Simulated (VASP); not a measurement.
**CaF2 (pbe): single point with PBE**

CaF2 (pbe):

```
CELL_PARAMETERS angstrom
0.00000 2.73160 2.73160
2.73160 0.00000 2.73160
2.73160 2.73160 0.00000
ATOMIC_POSITIONS crystal
Ca 0.00000 0.00000 0.00000
F 0.25000 0.25000 0.25000
F 0.75000 0.75000 0.75000
```

| Quantity | Value |
| --- | --- |
| Program | VASP 6.6.1 |
| Task | single point |
| Functional | PBE |
| Potentials or basis | VASP PAW PBE potentials, release 64 (Ca_sv, F) |
| Cutoff | 520 eV |
| k mesh | 6 × 6 × 6 |
| Occupations | gaussian, width 0.1 eV |
| Spin | no spin polarisation |
| Dipole correction | no |
| Further INCAR settings | ALGO = Fast; EDIFF = 1e-06; NBANDS = 19 |

The pressure is 2.4 GPa and the band gap on the k mesh is 7.27 eV, indirect (least direct gap 7.53 eV).

Levels at points of the mesh, in eV from the valence-band top:
```csv
k point,band 8,band 9,band 10,band 11,band 12,band 13,band 14,band 15,band 16,band 17
"(0.00, 0.00, 0.00)",-2.11,-2.11,-0.26,-0.26,-0.26,7.27,9.16,9.16,11.22,11.22
"(0.50, 0.00, 0.00)",-1.51,-1.29,-1.24,-0.84,-0.84,9.38,9.38,9.74,10.73,10.95
"(0.50, 0.50, 0.00)",-1.65,-1.65,-0.36,-0.36,0.00,8.11,9.51,10.08,10.86,10.86
```

It took 25 s on 1 thread of AMD EPYC 7R13 Processor (Zen 3), with other jobs on the host, peak memory 0.13 GiB.

A k mesh can miss the band edges.
